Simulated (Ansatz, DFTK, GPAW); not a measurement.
Cost and result for the equilibrium volume of HfC

The structure is cubic, space group Fm-3m (No. 225). Conventional cell: a = 4.650 Å, b = 4.650 Å, c = 4.650 Å, α = 90.00°, β = 90.00°, γ = 90.00°. Hf (site symmetry m-3m) has 6 C at 2.33 Å as nearest neighbours. C (site symmetry m-3m) has 6 Hf at 2.33 Å as nearest neighbours.

| rung | level | program and potentials | cutoff (eV) | k mesh | smearing | task | core time | chip | equilibrium volume (Å³/atom) | notes |
| --- | --- | --- | --- | --- | --- | --- | --- | --- | --- | --- |
| GGA + dispersion | BLYP+D3(BJ) | Ansatz, Ansatz PAW | 420 | 10 × 10 × 10 | fermi-dirac 0.05 | relaxation of cell and atoms | 4.8 s | Intel Xeon Platinum 8488C Sapphire Rapids | 12.36 | potentials made for PBE, which Ansatz adapts in part |
| GGA + dispersion | PBE+D4 | Ansatz, Ansatz PAW | 420 | 10 × 10 × 10 | fermi-dirac 0.05 | relaxation of cell and atoms | 6.4 s | Intel Xeon Platinum 8488C Sapphire Rapids | 12.39 | - |
| meta-GGA | m-r2SCAN | Ansatz, Ansatz PAW | 500 | 10 × 10 × 10 | fermi-dirac 0.1 | relaxation of cell and atoms | 12 s | Arm Neoverse V2 | 12.50 | potentials made for PBE, which Ansatz adapts in part |
| GGA | PBE | Ansatz, Ansatz PAW | 420 | 10 × 10 × 10 | fermi-dirac 0.05 | equation of state | 13 s | Arm Neoverse V1 | (a) | - |
| meta-GGA | r2SCAN | Ansatz, Ansatz PAW | 500 | 10 × 10 × 10 | fermi-dirac 0.05 | equation of state | 28 s | Arm Neoverse V1 | 12.50 | potentials made for PBE, which Ansatz adapts in part |
| GGA | RPBE | Ansatz, all-electron LAPW, scalar-relativistic | - | 10 × 10 × 10 | fermi-dirac 0.05 | relaxation of cell and atoms | 31 s | Arm Neoverse V2 | 12.80 | - |
| GGA | AM05 | GPAW, PAW data sets generated for this functional | 800 | 8 × 8 × 8 | fermi-dirac 0.05 | equation of state | 2 min | Arm Neoverse V1 | 12.27 | - |
| LDA | LDA | DFTK, PseudoDojo SR LDA 0.4.1 standard (LDA) | 1116 | 7 × 7 × 7 | fermi-dirac 0.05 | equation of state | 5 min | Intel Xeon 6975P-C Granite Rapids | 11.87 | - |

Times are single runs on shared hosts and different chips, so they are rough; meshes, cutoffs and the tasks' sizes weigh on the time. All rows: no spin polarisation. m-r2SCAN is the variant of Desmarais and co-workers (2025). Smearing widths are in eV. For a metal such meshes aren't converged. Meshes differ between rows, which moves values too. Meshes are those of the run's cell of 2 atoms unless a note names another. Relaxations start from the cell shown or near it and stop with a little pressure left. Runs on faulty files, with rough fits or with known faults for this quantity aren't shown. No row holds spin-orbit coupling.

Estimate the value left out from the other rows.

(a) 12.58 Å³/atom.
